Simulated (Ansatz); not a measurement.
# W, space group Fm-3m: a comparison of functionals at one structure

Program: Ansatz 0.2.0 through its Python package.

Notebook, run cell by cell (the value of a cell's last expression is shown):

```python
from dataclasses import dataclass

import ansatz
```

```python
@dataclass(frozen=True)
class Settings:
    occupations: str = "fermi_dirac"
    sigma: float = 0.15
    kmesh: tuple[int, ...] = (9, 9, 9)
```

```python
cfg = Settings()
```

```python
structure = (
    ansatz.Lattice.of((0.0, 2.03, 2.03), (2.03, 0.0, 2.03), (2.03, 2.03, 0.0))
    .atom("W", (0.0, 0.0, 0.0))
)
```

```python
structure.resolved().sites[-1]
```

    Site(symbol='W', position=(0.0, 0.0, 0.0), moment=None, axis=None, held=None, saved=None)

```python
job = structure.calculation()
job = job.occupations(cfg.occupations, width=cfg.sigma).kpoints(*cfg.kmesh)
```

```python
rows = []
for value in ["revpbe", "lda", "pbe", "blyp", "r2scan"]:
    report = job.functional(value).run().report
    rows.append((value, report["free_energy_ev"] / len(report["lattice"]["sites"]), report["n_iterations"], report["n_kpoints"]))
```

    DeckWarning: basis.ecutwfc = 420 eV, auto-derived from the records' recommended cutoffs: set by W (normal level)
    DeckWarning: basis.ecutwfc = 500 eV, auto-derived from the records' recommended cutoffs: set by W (their level for a meta-GGA)

```python
print("  functional   F/atom (eV)    iterations      k-points")
for row in rows:
    print(f"{str(row[0]):>12s}  {row[1]:12.5f}  {row[2]:12d}  {row[3]:12d}")
```

      functional   F/atom (eV)    iterations      k-points
          revpbe  -10393.44911             6            35
             lda  -10129.33684             6            35
             pbe  -10384.38111             6            35
            blyp  -10408.52012             6            35
          r2scan  -10396.76741             6            35

Reading the output:
- BLYP can be off by several per cent in the lattices of metals, and by several GPa in the pressure at a fixed cell.
- The mesh is modest for a metal, so energies can be off by several to tens of meV an atom and pressures by half a GPa or more; differences at equal mesh fare better.
- A Fermi-Dirac width this large means warm electrons, whose thermal share enters the free energy.
- Spin-orbit coupling, which matters for elements this heavy, is left out.
- This isn't the structure that W takes at ambient conditions.
- Warnings are shown shortened and without file and line.
- Total energies of different functionals can't be compared; pressures, moments and gaps at this one structure can.
- Run time: 4.6 s on 1 thread of Arm Neoverse V1, with other jobs on the host, peak memory 0.35 GiB.
